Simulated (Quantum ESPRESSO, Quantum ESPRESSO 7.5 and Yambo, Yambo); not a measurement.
## InP (F-43m): G0W0 with Yambo, start to end

How does a plane-wave GW calculation on InP (F-43m) run from the first input to the gap?

Calculated with Quantum ESPRESSO 7.5 and Yambo 5.3.0; PBE and many-body steps on it, plane waves.

## (1) Set-up

Symmetry: F-43m, No. 216, cubic system. Conventional cell: a = 5.869 Å, b = 5.869 Å, c = 5.869 Å, α = 90.00°, β = 90.00°, γ = 90.00°. Nearest to In lie 4 P at 2.54 Å. Nearest to P lie 4 In at 2.54 Å. Farther neighbours are not listed.

The cell and positions come from the Crystallography Open Database and are kept as given unless a step says otherwise.

## (2) Ground state

This step: Quantum ESPRESSO 7.5; DFT, PBE, plane waves, norm-conserving pseudopotentials.

The ground-state density comes first.

File pw.in:

```
&control
  calculation = 'scf'
  prefix = 'x'
  outdir = 'o'
  pseudo_dir = 'pseudo'
/
&system
  ibrav = 0
  nat = 2
  ntyp = 2
  ecutwfc = 80.0
  nbnd = 18
  force_symmorphic = .true.
/
&electrons
  conv_thr = 1e-10
  electron_maxstep = 80
  mixing_beta = 0.5
/
ATOMIC_SPECIES
  In 114.82 In.upf
  P 30.974 P.upf
CELL_PARAMETERS angstrom
  -0.0000000000 2.9343500000 2.9343500000
  2.9343500000 -0.0000000000 2.9343500000
  2.9343500000 2.9343500000 -0.0000000000
ATOMIC_POSITIONS crystal
  In 0.0000000000 0.0000000000 0.0000000000
  P 0.2500000000 0.2500000000 0.2500000000
K_POINTS automatic
  6 6 6 0 0 0
```

The run is started by

```bash
> OMP_NUM_THREADS=1 mpirun -n 4 pw.x -nk 4 -in pw.in > pw.out
```

What it wrote:

```text
Program PWSCF v.7.5 starts

     This program is part of the open-source Quantum ESPRESSO suite
     for quantum simulation of materials; please cite
         "P. Giannozzi et al., J. Phys.:Condens. Matter 21 395502 (2009);
         "P. Giannozzi et al., J. Phys.:Condens. Matter 29 465901 (2017);
         "P. Giannozzi et al., J. Chem. Phys. 152 154105 (2020);
     in publications or presentations arising from this work. More details at
     Message from routine setup:
     using ibrav=0 with symmetry is DISCOURAGED, use correct ibrav instead

     G-vector sticks info

     bravais-lattice index     =            0
     lattice parameter (alat)  =       7.8420  a.u.
     unit-cell volume          =     341.0062 (a.u.)^3
     number of atoms/cell      =            2
     number of atomic types    =            2
     number of electrons       =        26.00
     number of Kohn-Sham states=           18
     kinetic-energy cutoff     =      80.0000  Ry
     charge density cutoff     =     320.0000  Ry
     scf convergence threshold =      1.0E-10
     mixing beta               =       0.5000
     number of iterations used =            8  plain     mixing
     Exchange-correlation= PBE
                           (   1   4   3   4   0   0   0)

     celldm(1)=   7.841981  celldm(2)=   0.000000  celldm(3)=   0.000000
     celldm(4)=   0.000000  celldm(5)=   0.000000  celldm(6)=   0.000000

     crystal axes: (cart. coord. in units of alat)
               a(1) = (  -0.000000   0.707107   0.707107 )
               a(2) = (   0.707107  -0.000000   0.707107 )
               a(3) = (   0.707107   0.707107  -0.000000 )

     reciprocal axes: (cart. coord. in units 2 pi/alat)
               b(1) = ( -0.707107  0.707107  0.707107 )
               b(2) = (  0.707107 -0.707107  0.707107 )
               b(3) = (  0.707107  0.707107 -0.707107 )
     Pseudo is Norm-conserving + core correction, Zval = 21.0
     Generated using ONCVPSP code by D. R. Hamann
     Using radial grid of 1964 points,  6 beta functions with:
     Pseudo is Norm-conserving + core correction, Zval =  5.0
     Generated using ONCVPSP code by D. R. Hamann
     Using radial grid of 1298 points,  6 beta functions with:
     In               21.00   114.82000     In( 1.00)
     P                 5.00    30.97400     P ( 1.00)

     24 Sym. Ops. (no inversion) found

   Cartesian axes

     site n.     atom                  positions (alat units)
         1        In     tau(   1) = (   0.0000000   0.0000000   0.0000000  )
         2        P      tau(   2) = (   0.3535534   0.3535534   0.3535534  )

     number of k points=    16
                       cart. coord. in units 2pi/alat
        k(    1) = (   0.0000000   0.0000000   0.0000000), wk =   0.0092593
        k(    2) = (   0.1178511   0.1178511  -0.1178511), wk =   0.0740741
        k(    3) = (   0.2357023   0.2357023  -0.2357023), wk =   0.0740741
        k(    4) = (  -0.3535534  -0.3535534   0.3535534), wk =   0.0370370
        k(    5) = (   0.2357023   0.0000000  -0.0000000), wk =   0.0555556
        k(    6) = (   0.3535534   0.1178511  -0.1178511), wk =   0.2222222
        k(    7) = (  -0.2357023  -0.4714045   0.4714045), wk =   0.2222222
        k(    8) = (  -0.1178511  -0.3535534   0.3535534), wk =   0.2222222
        k(    9) = (   0.0000000  -0.2357023   0.2357023), wk =   0.1111111
        k(   10) = (   0.4714045   0.0000000  -0.0000000), wk =   0.0555556
     [... 4 further rows ...]
        k(   15) = (  -0.1178511  -0.3535534   0.5892557), wk =   0.2222222
        k(   16) = (  -0.7071068   0.2357023   0.0000000), wk =   0.1111111

     Dense  grid:    33079 G-vectors     FFT dimensions: (  45,  45,  45)

     Initial potential from superposition of free atoms

     starting charge      25.9960, renormalised to      26.0000
     Starting wfcs are   17 randomized atomic wfcs +    1 random wfcs

     per-process dynamical memory:    28.8 Mb

     Self-consistent Calculation

     iteration #  1     ecut=    80.00 Ry     beta= 0.50

     Threshold (ethr) on eigenvalues was too large:
     Diagonalizing with lowered threshold

     total energy              =    -412.74746097 Ry
     estimated scf accuracy    <       0.10739234 Ry

     iteration #  2     ecut=    80.00 Ry     beta= 0.50

     total energy              =    -412.77076598 Ry
     estimated scf accuracy    <       0.00822102 Ry

     iteration #  3     ecut=    80.00 Ry     beta= 0.50

     total energy              =    -412.77160411 Ry
     estimated scf accuracy    <       0.00140623 Ry

     iteration #  4     ecut=    80.00 Ry     beta= 0.50

     total energy              =    -412.77165302 Ry
     estimated scf accuracy    <       0.00002987 Ry

     iteration #  5     ecut=    80.00 Ry     beta= 0.50

     total energy              =    -412.77166083 Ry
     estimated scf accuracy    <       0.00000137 Ry

     iteration #  6     ecut=    80.00 Ry     beta= 0.50

     total energy              =    -412.77166130 Ry
     estimated scf accuracy    <       0.00000022 Ry

     iteration #  7     ecut=    80.00 Ry     beta= 0.50

     total energy              =    -412.77166136 Ry
     estimated scf accuracy    <          2.9E-09 Ry

     iteration #  8     ecut=    80.00 Ry     beta= 0.50

     total energy              =    -412.77166136 Ry
     estimated scf accuracy    <          5.6E-10 Ry

     iteration #  9     ecut=    80.00 Ry     beta= 0.50

     End of self-consistent calculation

          k = 0.0000 0.0000 0.0000 (  4111 PWs)   bands (ev):

  -106.7657 -65.2427 -65.2427 -65.2427  -5.9357  -5.9357  -5.9357  -5.7871
    -5.7871  -3.2311   8.2604   8.2604   8.2604   8.9469  12.3492  12.3492
    12.3492  16.8336

          k = 0.1179 0.1179-0.1179 (  4101 PWs)   bands (ev):

  -106.7657 -65.2428 -65.2427 -65.2427  -5.9669  -5.9235  -5.9235  -5.7866
    -5.7866  -2.9201   6.0785   7.9582   7.9582  10.0471  12.7529  12.7862
    12.7862  16.8614

          k = 0.2357 0.2357-0.2357 (  4128 PWs)   bands (ev):

  -106.7657 -65.2429 -65.2427 -65.2427  -6.0249  -5.9041  -5.9041  -5.7802
    -5.7802  -2.1181   3.7083   7.4893   7.4893   9.9042  13.1243  13.1243
    14.5294  17.1650

          k =-0.3536-0.3536 0.3536 (  4140 PWs)   bands (ev):

     [... further k-points ...]

     highest occupied, lowest unoccupied level (ev):     8.2604    8.9469

!    total energy              =    -412.77166136 Ry
     estimated scf accuracy    <          5.0E-12 Ry

     The total energy is the sum of the following terms:
     one-electron contribution =    -293.80604769 Ry
     hartree contribution      =     149.15520848 Ry
     xc contribution           =     -60.28463715 Ry
     ewald contribution        =    -207.83618500 Ry

     convergence has been achieved in   9 iterations

     XML data file, charge density, pseudopotentials, collected wavefunctions

=------------------------------------------------------------------------------=
   JOB DONE.
=------------------------------------------------------------------------------=
```

The job ended after 5.9 s (4 MPI ranks of Arm Neoverse V1, shared host; peak memory 0.26 GiB).

This step gave:

| Property | Result |
| --- | --- |
| total energy | -5616.0446 eV |
| gap | 0.6864 eV |
| k of the valence top | 0, 0, 0 |
| k of the conduction bottom | 0, 0, 0 |
| least direct gap | 0.6864 eV |

The gap is direct, at Γ.

## (3) Bands along the symmetry lines

The cheap functional maps the bands first; the places of the edges decide which points the dearer methods must see.

File pw.in:

```
&control
  calculation = 'bands'
  prefix = 'x'
  outdir = 'o'
  pseudo_dir = 'pseudo'
/
&system
  ibrav = 0
  nat = 2
  ntyp = 2
  ecutwfc = 80.0
  nbnd = 19
  force_symmorphic = .true.
/
&electrons
  conv_thr = 1e-9
  electron_maxstep = 80
  diago_full_acc = .true.
  diago_thr_init = 5e-6
/
ATOMIC_SPECIES
  In 114.82 In.upf
  P 30.974 P.upf
CELL_PARAMETERS angstrom
  -0.0000000000 2.9343500000 2.9343500000
  2.9343500000 -0.0000000000 2.9343500000
  2.9343500000 2.9343500000 -0.0000000000
ATOMIC_POSITIONS crystal
  In 0.0000000000 0.0000000000 0.0000000000
  P 0.2500000000 0.2500000000 0.2500000000
K_POINTS crystal
  50
  0.00000000 0.00000000 0.00000000 1
  -0.06250000 -0.06250000 0.00000000 1
  -0.12500000 -0.12500000 0.00000000 1
  -0.18750000 -0.18750000 0.00000000 1
  -0.25000000 -0.25000000 0.00000000 1
  -0.31250000 -0.31250000 0.00000000 1
  -0.37500000 -0.37500000 0.00000000 1
  -0.43750000 -0.43750000 0.00000000 1
  -0.50000000 -0.50000000 0.00000000 1
  -0.48437500 -0.48437500 0.03125000 1
  -0.46875000 -0.46875000 0.06250000 1
  -0.45312500 -0.45312500 0.09375000 1
  -0.43750000 -0.43750000 0.12500000 1
  -0.42187500 -0.42187500 0.15625000 1
  -0.40625000 -0.40625000 0.18750000 1
  -0.39062500 -0.39062500 0.21875000 1
  -0.37500000 -0.37500000 0.25000000 1
  -0.37500000 0.00000000 0.37500000 1
  -0.32812500 0.00000000 0.32812500 1
  -0.28125000 0.00000000 0.28125000 1
  -0.23437500 0.00000000 0.23437500 1
  -0.18750000 0.00000000 0.18750000 1
  -0.14062500 0.00000000 0.14062500 1
  -0.09375000 0.00000000 0.09375000 1
  -0.04687500 0.00000000 0.04687500 1
  0.00000000 0.00000000 0.00000000 1
  0.00000000 0.00000000 0.06250000 1
  0.00000000 0.00000000 0.12500000 1
  0.00000000 0.00000000 0.18750000 1
  0.00000000 0.00000000 0.25000000 1
  0.00000000 0.00000000 0.31250000 1
  0.00000000 0.00000000 0.37500000 1
  0.00000000 0.00000000 0.43750000 1
  -0.00000000 -0.00000000 0.50000000 1
  -0.06250000 -0.03125000 0.46875000 1
  -0.12500000 -0.06250000 0.43750000 1
  -0.18750000 -0.09375000 0.40625000 1
  -0.25000000 -0.12500000 0.37500000 1
  -0.31250000 -0.15625000 0.34375000 1
  -0.37500000 -0.18750000 0.31250000 1
  -0.43750000 -0.21875000 0.28125000 1
  -0.50000000 -0.25000000 0.25000000 1
  -0.50000000 -0.28125000 0.21875000 1
  -0.50000000 -0.31250000 0.18750000 1
  -0.50000000 -0.34375000 0.15625000 1
  -0.50000000 -0.37500000 0.12500000 1
  -0.50000000 -0.40625000 0.09375000 1
  -0.50000000 -0.43750000 0.06250000 1
  -0.50000000 -0.46875000 0.03125000 1
  -0.50000000 -0.50000000 0.00000000 1
```

What it wrote:

```text
[banner, memory and clock lines left out]
Program PWSCF v.7.5 starts

     Atomic positions and unit cell read from directory:
     o/x.save/

     Message from routine setup:
     using ibrav=0 with symmetry is DISCOURAGED, use correct ibrav instead

     G-vector sticks info

     bravais-lattice index     =            0
     lattice parameter (alat)  =       7.8420  a.u.
     unit-cell volume          =     341.0062 (a.u.)^3
     number of atoms/cell      =            2
     number of atomic types    =            2
     number of electrons       =        26.00
     number of Kohn-Sham states=           19
     kinetic-energy cutoff     =      80.0000  Ry
     charge density cutoff     =     320.0000  Ry
     Exchange-correlation= PBE
                           (   1   4   3   4   0   0   0)

     celldm(1)=   7.841981  celldm(2)=   0.000000  celldm(3)=   0.000000
     celldm(4)=   0.000000  celldm(5)=   0.000000  celldm(6)=   0.000000

     crystal axes: (cart. coord. in units of alat)
               a(1) = (  -0.000000   0.707107   0.707107 )
               a(2) = (   0.707107  -0.000000   0.707107 )
               a(3) = (   0.707107   0.707107  -0.000000 )

     reciprocal axes: (cart. coord. in units 2 pi/alat)
               b(1) = ( -0.707107  0.707107  0.707107 )
               b(2) = (  0.707107 -0.707107  0.707107 )
               b(3) = (  0.707107  0.707107 -0.707107 )
     Pseudo is Norm-conserving + core correction, Zval = 21.0
     Generated using ONCVPSP code by D. R. Hamann
     Using radial grid of 1964 points,  6 beta functions with:
     Pseudo is Norm-conserving + core correction, Zval =  5.0
     Generated using ONCVPSP code by D. R. Hamann
     Using radial grid of 1298 points,  6 beta functions with:
     In               21.00   114.82000     In( 1.00)
     P                 5.00    30.97400     P ( 1.00)

     24 Sym. Ops. (no inversion) found

   Cartesian axes

     site n.     atom                  positions (alat units)
         1        In     tau(   1) = (   0.0000000   0.0000000   0.0000000  )
         2        P      tau(   2) = (   0.3535534   0.3535534   0.3535534  )

     number of k points=    50
                       cart. coord. in units 2pi/alat
        k(    1) = (   0.0000000   0.0000000   0.0000000), wk =   0.0400000
        k(    2) = (   0.0000000   0.0000000  -0.0883883), wk =   0.0400000
        k(    3) = (   0.0000000   0.0000000  -0.1767767), wk =   0.0400000
[...]
[... 38 further rows ...]
        k(   49) = (   0.0441942  -0.0000000  -0.7071068), wk =   0.0400000
        k(   50) = (   0.0000000   0.0000000  -0.7071068), wk =   0.0400000

     Dense  grid:    33079 G-vectors     FFT dimensions: (  45,  45,  45)

     The potential is recalculated from file :
     o/x.save/charge-density

     Starting wfcs are   17 randomized atomic wfcs +    2 random wfcs

     Band Structure Calculation

     End of band structure calculation

          k = 0.0000 0.0000 0.0000 (  4111 PWs)   bands (ev):

  -106.7657 -65.2427 -65.2427 -65.2427  -5.9358  -5.9358  -5.9358  -5.7871
    -5.7871  -3.2311   8.2604   8.2604   8.2604   8.9469  12.3492  12.3492
    12.3492  16.8337  17.6674

          k = 0.0000 0.0000-0.0884 (  4127 PWs)   bands (ev):

  -106.7657 -65.2427 -65.2427 -65.2427  -5.9444  -5.9320  -5.9320  -5.7886
[...]
12.5505  17.0290  17.1894

          k = 0.0000 0.0000-0.1768 (  4112 PWs)   bands (ev):

[...]
13.0776  16.0599  17.8131

          k =-0.0000 0.0000-0.2652 (  4096 PWs)   bands (ev):

[...]
k = 0.0000 0.0000-0.3536 (  4088 PWs)   bands (ev):

[...]
k = 0.0000-0.0000-0.4419 (  4100 PWs)   bands (ev):

[...]
k =-0.0000 0.0000-0.5303 (  4100 PWs)   bands (ev):

[...]
k = 0.0000-0.0000-0.6187 (  4116 PWs)   bands (ev):

[...]
k = 0.5303-0.0000-0.5303 (  4149 PWs)   bands (ev):

[...]
k = 0.0000 0.0000 0.0000 (  4111 PWs)   bands (ev):

[...]
k = 0.1326 0.0000-0.7071 (  4138 PWs)   bands (ev):

[...]
k = 0.0884-0.0000-0.7071 (  4132 PWs)   bands (ev):

[...]
k = 0.0442-0.0000-0.7071 (  4126 PWs)   bands (ev):

[...]
17.6184  17.9297  19.1098

          k = 0.0000 0.0000-0.7071 (  4136 PWs)   bands (ev):

  -106.7657 -65.2429 -65.2428 -65.2428  -6.1176  -5.8374  -5.8328  -5.8328
    -5.7526  -0.8726   2.5257   5.9541   5.9541  10.0272  10.5269  17.4628
    17.8196  17.8196  19.0366

     XML data file, pseudopotentials, collected wavefunctions
```

Run time: 5.2 s. Hardware: 4 MPI ranks; peak memory 0.23 GiB.

This step gave:

- gap: 0.6864 eV
- k of the valence top: 0, 0, 0
- k of the conduction bottom: 0, 0, 0
- least direct gap: 0.6864 eV

The gap is 0.686 eV, as in the run before at this level.

Electronic bands along the path, in eV, zero at the top of the highest filled band:

| point | band 10 | band 11 | band 12 | band 13 | band 14 | band 15 | band 16 | band 17 |
| --- | --- | --- | --- | --- | --- | --- | --- | --- |
| Γ | -11.49 | 0.00 | 0.00 | 0.00 | 0.69 | 4.09 | 4.09 | 4.09 |
| halfway | -10.60 | -3.33 | -1.40 | -1.40 | 2.49 | 3.12 | 6.37 | 6.37 |
| X | -9.13 | -5.73 | -2.31 | -2.31 | 1.77 | 2.27 | 9.20 | 9.56 |
| halfway | -9.12 | -5.70 | -2.73 | -2.21 | 2.04 | 2.87 | 8.38 | 8.70 |
| U | -9.14 | -5.59 | -3.29 | -1.93 | 2.36 | 4.38 | 7.50 | 7.53 |
| jump to K | -9.14 | -5.59 | -3.29 | -1.93 | 2.36 | 4.38 | 7.50 | 7.53 |
| halfway | -10.51 | -3.79 | -2.00 | -0.57 | 2.82 | 4.69 | 4.99 | 5.21 |
| Γ | -11.49 | 0.00 | 0.00 | 0.00 | 0.69 | 4.09 | 4.09 | 4.09 |
| halfway | -10.82 | -3.44 | -0.55 | -0.55 | 1.78 | 4.79 | 4.79 | 5.32 |
| L | -9.78 | -5.71 | -0.96 | -0.96 | 1.49 | 4.80 | 4.80 | 7.11 |
| halfway | -9.47 | -5.53 | -2.68 | -1.62 | 3.16 | 4.19 | 5.87 | 7.21 |
| W | -9.06 | -5.58 | -2.94 | -2.89 | 4.29 | 4.37 | 5.56 | 6.21 |
| halfway | -9.09 | -5.66 | -2.64 | -2.63 | 2.69 | 3.10 | 7.65 | 7.73 |
| X | -9.13 | -5.73 | -2.31 | -2.31 | 1.77 | 2.27 | 9.20 | 9.56 |

The electronic bands as a text plot (rows in eV, shown from -8.0 to 6.7 only):

```
    6.4 |     ++            ++                 +         ++++
    5.8 |    +              ++               ++      +++++++
    5.2 |                  ++++++++++       ++++  +++
    4.5 | +++             +     ++++++   ++++   ++++++  +++
    3.9 |++              +         ++++++             ++++ ++
    3.3 |  ++ ++        +                             ++    ++
    2.7 |    ++++++    +   ++++++++                  +       +++
    2.1 |  ++   +++++++++++        ++      +        +         +++
    1.5 | +          +               +   ++ ++++++++
    0.9 |+                            +++
    0.3 |*                           ***
   -0.4 | ***                   ******  *****
   -1.0 |    *              ****     *       ********
   -1.6 |  ** ****         *     ****    **         ***
   -2.2 |    *    *********     *                    * **      **
   -2.8 |              **     ** **        *          ** ******
   -3.4 |     **         *****              *           **
   -4.0 |       **              *            **
   -4.6 |         *           **
   -5.2 |          **      ***                 **     ***
   -5.9 |            ******                      *****   ********
   -6.5 |
   -7.1 |
   -7.7 |
         Γ           X  U|K            Γ         L        W     X
```

(Part 1 of 2 ends here.)

[Paths, hosts, dates, memory and timing lines, banners, echoed tables and standing remarks are left out of the program output.]

[Logs are printed without paths, hosts, clocks, repeated set-up lines and the standing remarks that a program may print on its own settings, such as how far it seeks lower states.]

[Runs of the session that timed out or met a known fault of the program may be left out.]

[Hosts, paths, dates, database ids (printed as entryN), source tags and the programs' standing remarks are cut or masked in the printed files.]
